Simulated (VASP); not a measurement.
**Vibrations of BAs: a test of the settings**

How far do the zone-centre frequencies of BAs depend on the numerical settings? The starting structure is a measured crystal structure from the Crystallography Open Database.

Main program and level: VASP 6.6.1; Kohn-Sham DFT with plane waves and PAW; LDA.

## 1. Set-up

Symmetry: F-43m, No. 216, cubic system. Conventional cell: a = 4.777 Å, b = 4.777 Å, c = 4.777 Å, α = 90.00°, β = 90.00°, γ = 90.00°. Nearest to As lie 4 B at 2.07 Å. Nearest to B lie 4 As at 2.07 Å. Farther neighbours are not listed.

## 2. Reference modes

The cell comes from a relaxation at this level, not shown (26.67 Å³).

Input file INCAR:

```
SYSTEM = BAs
PREC = Accurate
ENCUT = 450
EDIFF = 1E-08
NELM = 100
ISMEAR = 0
SIGMA = 0.03
LREAL = .FALSE.
ALGO = Normal
GGA = CA
NBANDS = 10
LORBIT = 11
LWAVE = .FALSE.
LCHARG = .FALSE.
KPAR = 4
IBRION = 8
LEPSILON = .TRUE.
ISIF = 2
```

Input file POSCAR:

```
BAs
1.0
    0.0000000000      2.3712508312      2.3712508312
    2.3712508312      0.0000000000      2.3712508312
    2.3712508312      2.3712508312      0.0000000000
As B
1 1
Direct
    0.7500000000      0.7500000000      0.7500000000
    0.0000000000      0.0000000000      0.0000000000
```

Input file KPOINTS:

```
Automatic mesh
0
Gamma
12 12 12
0 0 0
```

The projector-augmented-wave data sets are As and B (LDA family, release 64).

Command:

```
$ mpirun -np 4 vasp_std
```

Log:

```text
[banner, memory and clock lines left out]
running    4 mpi-ranks, on    1 nodes
 distrk:  each k-point on    1 cores,    4 groups
 distr:  one band on    1 cores,    1 groups

 POSCAR found type information on POSCAR AsB
 POSCAR found :  2 types and       2 ions
 LDA part: xc-table for (Slater(with rela. corr.)+CA(PZ))
 , standard interpolation
 POSCAR, INCAR and KPOINTS ok, starting setup
 FFT: planning ... GRIDC
 FFT: planning ... GRID_SOFT
 FFT: planning ... GRID
 WAVECAR not read
 entering main loop
       N       E                     dE             d eps       ncg     rms          rms(c)
DAV:   1     0.987594936494E+01    0.98759E+01   -0.36095E+03  1440   0.627E+02
DAV:   2    -0.130768709222E+02   -0.22953E+02   -0.21951E+02  2038   0.101E+02
DAV:   3    -0.136939226392E+02   -0.61705E+00   -0.61565E+00  1700   0.167E+01
DAV:   4    -0.136956112531E+02   -0.16886E-02   -0.16884E-02  1730   0.982E-01
DAV:   5    -0.136956139172E+02   -0.26641E-05   -0.26645E-05  1700   0.385E-02    0.518E+00
DAV:   6    -0.130250237858E+02    0.67059E+00   -0.18252E+00  1558   0.590E+00    0.244E+00
DAV:   7    -0.129397075123E+02    0.85316E-01   -0.21187E-01  1744   0.245E+00    0.899E-01
DAV:   8    -0.129262321625E+02    0.13475E-01   -0.25051E-02  1576   0.878E-01    0.103E-01
DAV:   9    -0.129262559856E+02   -0.23823E-04   -0.72188E-04  1644   0.180E-01    0.591E-02
DAV:  10    -0.129262621743E+02   -0.61887E-05   -0.85180E-05  1564   0.549E-02    0.142E-02
DAV:  11    -0.129262636140E+02   -0.14397E-05   -0.16165E-06  1768   0.934E-03    0.131E-02
DAV:  12    -0.129262634370E+02    0.17709E-06   -0.83867E-07  1596   0.403E-03    0.290E-03
DAV:  13    -0.129262634411E+02   -0.40943E-08   -0.29910E-08  1650   0.127E-03
   1 F= -.12926263E+02 E0= -.12926263E+02  d E =-.364664E-29
 Linear response reoptimize wavefunctions to high precision
DAV:   1    -0.129262634413E+02   -0.20043E-09   -0.58871E-09  1598   0.355E-04
DAV:   2    -0.129262634413E+02   -0.20009E-10   -0.13323E-10   912   0.964E-05
 Linear response G [H, r] |phi>, progress :
  Direction:   1
       N       E                     dE             d eps       ncg     rms
RMM:   1    -0.476955482363E+02   -0.47696E+02   -0.63009E+01  3641   0.456E+01
RMM:   2    -0.365550946502E+02    0.11140E+02   -0.27905E+00  2376   0.110E+01
RMM:   3    -0.365675879092E+02   -0.12493E-01   -0.11741E-03  2493   0.880E-01
RMM:   4    -0.365695595999E+02   -0.19717E-02    0.19347E-03  2549   0.953E-02
RMM:   5    -0.365697557490E+02   -0.19615E-03    0.22117E-04  2562   0.112E-02
RMM:   6    -0.365697760859E+02   -0.20337E-04    0.21934E-05  2558   0.198E-03
RMM:   7    -0.365697781327E+02   -0.20468E-05    0.17024E-06  2347   0.749E-04
RMM:   8    -0.365697783657E+02   -0.23299E-06    0.13993E-06  2160   0.606E-04
RMM:   9    -0.365697783804E+02   -0.14658E-07    0.10211E-05  1983   0.592E-04
RMM:  10    -0.365697783050E+02    0.75368E-07    0.40605E-05  1793   0.592E-04
RMM:  11    -0.365697783752E+02   -0.70211E-07    0.35663E-05  1630   0.592E-04
 Linear response G [H, r] |phi>, progress :
  Direction:   2
       N       E                     dE             d eps       ncg     rms
RMM:   1    -0.463357088203E+02   -0.46336E+02   -0.82083E+01  3633   0.433E+01
RMM:   2    -0.380889487141E+02    0.82468E+01   -0.17659E+00  2362   0.942E+00
RMM:   3    -0.381122100762E+02   -0.23261E-01    0.89094E-03  2514   0.709E-01
RMM:   4    -0.381143073023E+02   -0.20972E-02    0.19552E-03  2542   0.761E-02
RMM:   5    -0.381144989301E+02   -0.19163E-03    0.21769E-04  2583   0.911E-03
RMM:   6    -0.381145188782E+02   -0.19948E-04    0.20970E-05  2538   0.165E-03
RMM:   7    -0.381145208926E+02   -0.20145E-05    0.92551E-07  2326   0.630E-04
RMM:   8    -0.381145211258E+02   -0.23317E-06   -0.87849E-07  2165   0.511E-04
RMM:   9    -0.381145211523E+02   -0.26482E-07   -0.12274E-06  2032   0.499E-04
RMM:  10    -0.381145211134E+02    0.38877E-07   -0.14950E-06  1872   0.499E-04
RMM:  11    -0.381145211543E+02   -0.40881E-07    0.23137E-06  1668   0.499E-04
 Linear response G [H, r] |phi>, progress :
  Direction:   3
       N       E                     dE             d eps       ncg     rms
RMM:   1    -0.254117445641E+02   -0.25412E+02    0.11772E+02  3448   0.427E+01
RMM:   2    -0.223543105718E+02    0.30574E+01   -0.23856E+00  2341   0.976E+00
RMM:   3    -0.223494160860E+02    0.48945E-02   -0.29500E-02  2485   0.887E-01
RMM:   4    -0.223491444143E+02    0.27167E-03   -0.36227E-04  2562   0.990E-02
RMM:   5    -0.223491374407E+02    0.69737E-05   -0.12708E-05  2530   0.122E-02
RMM:   6    -0.223491368762E+02    0.56449E-06   -0.87127E-07  2539   0.183E-03
RMM:   7    -0.223491368085E+02    0.67722E-07    0.48991E-07  2282   0.492E-04
RMM:   8    -0.223491368401E+02   -0.31604E-07   -0.28888E-07  2065   0.321E-04
RMM:   9    -0.223491368408E+02   -0.74024E-09   -0.30237E-07  1888   0.304E-04
RMM:  10    -0.223491368407E+02    0.10703E-09   -0.18676E-08  1703   0.304E-04
 Linear response to external field (no local field effect), progress :
  Direction:   1
       N       E                     dE             d eps       ncg     rms          rms(c)
RMM:   1    -0.816320349841E+00   -0.81632E+00   -0.37543E+00  3281   0.331E+00
RMM:   2    -0.834246030343E+00   -0.17926E-01   -0.82653E-03  2385   0.445E-01
[...]
RMM:   5    -0.332910361388E+00   -0.28829E-09   -0.24514E-09  2190   0.181E-04
 change of polarisation eV/A/(eV/A) component  3 :     0.190    -0.252     0.666
 dielectric tensor                  component  3 :     1.287    -1.710     5.518
 Linear response to external field, progress :
  Direction:   1
       N       E                     dE             d eps       ncg     rms          rms(c)
RMM:   1    -0.656143984201E+00   -0.65614E+00   -0.29726E+00 12652   0.297E+00
RMM:   2    -0.670797910714E+00   -0.14654E-01   -0.67839E-03  9261   0.401E-01    0.124E+00
RMM:   3    -0.655550785035E+00    0.15247E-01   -0.62604E-03  9432   0.454E-01    0.714E-01
RMM:   4    -0.676580882734E+00   -0.21030E-01   -0.81632E-03  9301   0.536E-01    0.729E-02
RMM:   5    -0.679810585193E+00   -0.32297E-02   -0.13235E-04  9568   0.725E-02    0.853E-03
RMM:   6    -0.679926668758E+00   -0.11608E-03   -0.87210E-07  9733   0.658E-03    0.453E-03
RMM:   7    -0.679985043543E+00   -0.58375E-04   -0.13313E-07  9715   0.288E-03    0.283E-04
RMM:   8    -0.679993902886E+00   -0.88593E-05   -0.26107E-09  9541   0.222E-04    0.107E-04
RMM:   9    -0.679990564675E+00    0.33382E-05   -0.17795E-09  8850   0.102E-04    0.228E-05
RMM:  10    -0.679989496823E+00    0.10679E-05    0.30885E-10  5534   0.289E-05    0.400E-06
 change of polarisation eV/A/(eV/A) component  1 :     1.279     0.332     0.206
 dielectric tensor                  component  1 :     9.676     2.250     1.395
 Linear response to external field, progress :
  Direction:   2
       N       E                     dE             d eps       ncg     rms          rms(c)
RMM:   1    -0.656140273047E+00   -0.65614E+00   -0.29725E+00 12656   0.297E+00
RMM:   2    -0.670796356492E+00   -0.14656E-01   -0.68660E-03  9261   0.401E-01    0.124E+00
RMM:   3    -0.655548326985E+00    0.15248E-01   -0.62794E-03  9432   0.455E-01    0.714E-01
RMM:   4    -0.676579741971E+00   -0.21031E-01   -0.81801E-03  9292   0.536E-01    0.729E-02
RMM:   5    -0.679812392958E+00   -0.32327E-02   -0.13211E-04  9571   0.725E-02    0.854E-03
RMM:   6    -0.679925591272E+00   -0.11320E-03   -0.83170E-07  9734   0.658E-03    0.452E-03
RMM:   7    -0.679984057794E+00   -0.58467E-04   -0.12565E-07  9717   0.288E-03    0.283E-04
RMM:   8    -0.679992613734E+00   -0.85559E-05   -0.30116E-09  9536   0.222E-04    0.107E-04
RMM:   9    -0.679990722152E+00    0.18916E-05   -0.31850E-09  8847   0.102E-04    0.229E-05
RMM:  10    -0.679990976418E+00   -0.25427E-06   -0.30002E-09  5560   0.288E-05    0.469E-06
 change of polarisation eV/A/(eV/A) component  2 :     0.273     1.279     0.205
 dielectric tensor                  component  2 :     1.855     9.676     1.388
 Linear response to external field, progress :
  Direction:   3
       N       E                     dE             d eps       ncg     rms          rms(c)
RMM:   1    -0.656153362609E+00   -0.65615E+00   -0.29727E+00 12650   0.297E+00
RMM:   2    -0.670798240781E+00   -0.14645E-01   -0.67573E-03  9262   0.401E-01    0.124E+00
RMM:   3    -0.655548461548E+00    0.15250E-01   -0.62577E-03  9432   0.454E-01    0.714E-01
RMM:   4    -0.676580164358E+00   -0.21032E-01   -0.81613E-03  9297   0.536E-01    0.729E-02
RMM:   5    -0.679811174831E+00   -0.32310E-02   -0.13245E-04  9567   0.725E-02    0.853E-03
RMM:   6    -0.679925011986E+00   -0.11384E-03   -0.86296E-07  9731   0.658E-03    0.453E-03
RMM:   7    -0.679985009538E+00   -0.59998E-04   -0.12944E-07  9716   0.288E-03    0.283E-04
RMM:   8    -0.679993426345E+00   -0.84168E-05   -0.16504E-09  9528   0.222E-04    0.107E-04
RMM:   9    -0.679990915086E+00    0.25113E-05    0.23303E-09  8850   0.103E-04    0.231E-05
RMM:  10    -0.679990405397E+00    0.50969E-06    0.34552E-10  5536   0.287E-05    0.497E-06
 change of polarisation eV/A/(eV/A) component  3 :     0.225     0.312     1.279
 dielectric tensor                  component  3 :     1.530     2.117     9.676
 Linear response DOF=           2
 Linear response progress:
  Degree of freedom:   1/  2
       N       E                     dE             d eps       ncg     rms          rms(c)
RMM:   1    -0.401076333167E-01   -0.40108E-01    0.29093E-02 13425   0.114E+00
RMM:   2    -0.378416129840E-01    0.22660E-02   -0.14983E-03  8919   0.213E-01    0.974E-02
RMM:   3    -0.376803648818E-01    0.16125E-03   -0.13678E-04  9530   0.266E-02    0.570E-02
RMM:   4    -0.377058231918E-01   -0.25458E-04   -0.11600E-04  9361   0.299E-02    0.316E-03
RMM:   5    -0.376920165587E-01    0.13807E-04   -0.89972E-06  9771   0.253E-03    0.836E-04
RMM:   6    -0.376878898916E-01    0.41267E-05   -0.36983E-07  9720   0.468E-04    0.136E-04
RMM:   7    -0.376872592500E-01    0.63064E-06    0.16884E-07 10010   0.971E-05    0.460E-05
RMM:   8    -0.376871959221E-01    0.63328E-07    0.42494E-08  9504   0.438E-05    0.144E-05
RMM:   9    -0.376871979133E-01   -0.19912E-08   -0.14654E-08 10232   0.316E-05    0.668E-07
 first order change of Fermi-energy  -0.12404E-02
 force on displaced ion       1 direction 1 : -17.031   0.000   0.000
 Born effective charge ion    1 direction 1 :   0.558   0.000   0.000
 Linear response progress:
  Degree of freedom:   2/  2
       N       E                     dE             d eps       ncg     rms          rms(c)
RMM:   1    -0.438542209057E-01   -0.43854E-01    0.25215E-04 13241   0.109E+00
RMM:   2    -0.408729767219E-01    0.29812E-02   -0.92117E-04  8801   0.215E-01    0.102E-01
RMM:   3    -0.409213319234E-01   -0.48355E-04   -0.61347E-05  9238   0.687E-02    0.532E-02
RMM:   4    -0.412090560188E-01   -0.28772E-03   -0.77351E-05  9047   0.636E-02    0.748E-03
RMM:   5    -0.411924273887E-01    0.16629E-04    0.33355E-06  9584   0.692E-03    0.720E-04
RMM:   6    -0.411906603191E-01    0.17671E-05    0.19519E-07  9550   0.553E-04    0.273E-04
RMM:   7    -0.411899671563E-01    0.69316E-06    0.16846E-07  9716   0.252E-04    0.484E-05
RMM:   8    -0.411900619661E-01   -0.94810E-07    0.14173E-08  9812   0.499E-05    0.133E-05
RMM:   9    -0.411900271918E-01    0.34774E-07    0.11945E-09 10202   0.303E-05    0.172E-06
RMM:  10    -0.411900060428E-01    0.21149E-07    0.13782E-08  9140   0.213E-05    0.419E-07
RMM:  11    -0.411900591745E-01   -0.53132E-07    0.20101E-08  6671   0.204E-05    0.538E-08
 first order change of Fermi-energy   0.12899E-02
 force on displaced ion       2 direction 1 : -17.032  -0.000  -0.000
 Born effective charge ion    2 direction 1 :  -0.563   0.000   0.000
 Born effective charges drift removed
 Linear response finished
```

Wall time 93 s (4 MPI ranks of Intel Xeon Platinum 8259CL at 2.50GHz (Skylake/Cascade Lake), shared host); peak memory 1.1 GiB.

Lines that name or quote the potential files are left out of all logs, and their timing lines are given in words.

From OUTCAR (step 2):

```text
ion  position               nearest neighbor table
   1  0.750  0.750  0.750-   2 2.05   2 2.05   2 2.05   2 2.05
   2  0.000  0.000  0.000-   1 2.05   1 2.05   1 2.05   1 2.05

  LATTYP: Found a face centered cubic cell.
 ALAT       =     4.7425016624

 Subroutine GETGRP returns: Found 24 space group operations
 (whereof 24 operations were pure point group operations)

The static configuration has the point symmetry T_d .

 Found     72 irreducible k-points:

   k-points           NKPTS =     72   k-points in BZ     NKDIM =     72   number of bands    NBANDS=     10

   dimension x,y,z NGX =    24 NGY =   24 NGZ =   24
   dimension x,y,z NGXF=    48 NGYF=   48 NGZF=   48

   ENCUT  =  450.0 eV  33.07 Ry    5.75 a.u.   5.80  5.80  5.80*2*pi/ulx,y,z

   NELECT =       8.0000    total number of electrons

 k-points in reciprocal lattice and weights: Automatic mesh
   0.00000000  0.00000000  0.00000000       0.001
   0.08333333  0.00000000  0.00000000       0.005
   0.16666667  0.00000000  0.00000000       0.005
   0.25000000  0.00000000  0.00000000       0.005
   0.33333333  0.00000000  0.00000000       0.005
   0.41666667  0.00000000  0.00000000       0.005
   0.50000000  0.00000000  0.00000000       0.002
   0.08333333  0.08333333  0.00000000       0.003
   0.16666667  0.08333333  0.00000000       0.014
[...]
-0.33333333  0.50000000  0.16666667       0.007
  -0.25000000  0.50000000  0.25000000       0.003

 average (electrostatic) potential at core
       1 -51.7684       2 -31.6735

  Total       -0.0010055     -0.0010055     -0.0010055     -0.0000000      0.0000000      0.0000000
  in kB       -0.0604128     -0.0604128     -0.0604128     -0.0000000      0.0000000      0.0000000
  external PRESSURE =      -0.0604128 kB  Pullay stress =       0.0000000 kB

  energy-cutoff  :      450.00
  volume of cell :       26.67
      direct lattice vectors                 reciprocal lattice vectors
     0.000000000  2.371250831  2.371250831    -0.210859178  0.210859178  0.210859178
     2.371250831  0.000000000  2.371250831     0.210859178 -0.210859178  0.210859178
     2.371250831  2.371250831  0.000000000     0.210859178  0.210859178 -0.210859178

 POSITION                                       TOTAL-FORCE (eV/Angst)
 -----------------------------------------------------------------------------------
      3.55688      3.55688      3.55688         0.000000     -0.000000     -0.000000
      0.00000      0.00000      0.00000        -0.000000      0.000000      0.000000
 -----------------------------------------------------------------------------------
    total drift:                               -0.000000     -0.000000     -0.000000

 MACROSCOPIC STATIC DIELECTRIC TENSOR (including local field effects in DFT)
 ------------------------------------------------------
           9.675716     0.000000     0.000000
          -0.000000     9.675716     0.000000
           0.000000    -0.000000     9.675716
 ------------------------------------------------------

 PIEZOELECTRIC TENSOR (including local field effects)  for field in x, y, z        (C/m^2)
          XX          YY          ZZ          XY          YZ          ZX
  --------------------------------------------------------------------------------
  x    -0.00000    -0.00000    -0.00000     0.00000    -0.11345     0.00000
  y     0.00000    -0.00000     0.00000     0.00000     0.00000    -0.11345
  z    -0.00000     0.00000     0.00000    -0.11345     0.00000     0.00000

 BORN EFFECTIVE CHARGES (including local field effects) (in |e|, cummulative output)
 ---------------------------------------------------------------------------------
 ion    1
    1     0.55861    -0.00000     0.00000
    2     0.00000     0.55861     0.00000
    3    -0.00000    -0.00000     0.55861
 ion    2
    1    -0.55861     0.00000     0.00000
    2    -0.00000    -0.55861     0.00000
    3     0.00000     0.00000    -0.55861

 Eigenvectors and eigenvalues of the dynamical matrix
 ----------------------------------------------------

   1 f  =   20.990489 THz   131.887134 2PiTHz  700.167356 cm-1    86.809649 meV
             X         Y         Z           dx          dy          dz
      3.556876  3.556876  3.556876     0.000000   -0.355096   -0.000000
      0.000000  0.000000  0.000000    -0.000000    0.934830   -0.000000

   2 f  =   20.990489 THz   131.887134 2PiTHz  700.167356 cm-1    86.809649 meV
             X         Y         Z           dx          dy          dz
      3.556876  3.556876  3.556876     0.000000    0.000000   -0.355096
      0.000000  0.000000  0.000000     0.000000    0.000000    0.934830

   3 f  =   20.990489 THz   131.887134 2PiTHz  700.167356 cm-1    86.809649 meV
             X         Y         Z           dx          dy          dz
      3.556876  3.556876  3.556876    -0.355096    0.000000    0.000000
      0.000000  0.000000  0.000000     0.934830    0.000000   -0.000000

   4 f/i=    0.000236 THz     0.001484 2PiTHz    0.007876 cm-1     0.000977 meV
             X         Y         Z           dx          dy          dz
      3.556876  3.556876  3.556876    -0.111423   -0.720189   -0.585508
      0.000000  0.000000  0.000000    -0.042324   -0.273565   -0.222406

   5 f/i=    0.000236 THz     0.001484 2PiTHz    0.007876 cm-1     0.000977 meV
             X         Y         Z           dx          dy          dz
      3.556876  3.556876  3.556876     0.323234   -0.582905    0.655476
      0.000000  0.000000  0.000000     0.122781   -0.221417    0.248983

   6 f/i=    0.000236 THz     0.001484 2PiTHz    0.007877 cm-1     0.000977 meV
             X         Y         Z           dx          dy          dz
      3.556876  3.556876  3.556876     0.870064    0.124323   -0.318495
      0.000000  0.000000  0.000000     0.330495    0.047224   -0.120981

 MACROSCOPIC STATIC DIELECTRIC TENSOR IONIC CONTRIBUTION
 ------------------------------------------------------
           0.124324    -0.000000    -0.000000
          -0.000000     0.124324    -0.000000
          -0.000000    -0.000000     0.124324
 ------------------------------------------------------

 ELASTIC MODULI CONTR FROM IONIC RELAXATION (kBar)
 Direction    XX          YY          ZZ          XY          YZ          ZX
 --------------------------------------------------------------------------------
 XX          -0.0000     -0.0000      0.0000     -0.0000      0.0000      0.0000
 YY          -0.0000     -0.0000     -0.0000     -0.0000     -0.0000      0.0000
 ZZ           0.0000     -0.0000     -0.0000      0.0000     -0.0000      0.0000
 XY          -0.0000     -0.0000      0.0000   -198.3704      0.0000      0.0000
 YZ           0.0000     -0.0000     -0.0000      0.0000   -198.3704      0.0000
 ZX           0.0000      0.0000      0.0000      0.0000      0.0000   -198.3704
 --------------------------------------------------------------------------------

 PIEZOELECTRIC TENSOR IONIC CONTR  for field in x, y, z        (C/m^2)
          XX          YY          ZZ          XY          YZ          ZX
  --------------------------------------------------------------------------------
  x    -0.00000     0.00000     0.00000     0.00000     0.14777    -0.00000
  y    -0.00000    -0.00000    -0.00000     0.00000     0.00000     0.14777
  z     0.00000     0.00000    -0.00000     0.14777    -0.00000    -0.00000
```

Energies printed during the response cycles are not total energies of the cell.

Reference: the zone-centre mode is T2 700.2 cm⁻¹.

(Part 1 of 2 ends here.)

[Lines on the potential files, build, host, timing and source positions are cut from VASP's logs without a mark.]

[Logs are printed without paths, hosts, clocks, repeated set-up lines and the standing remarks that a program may print on its own settings, such as how far it seeks lower states.]

[Hosts, paths, dates, database ids (printed as entryN), source tags and the programs' standing remarks are cut or masked in the printed files.]
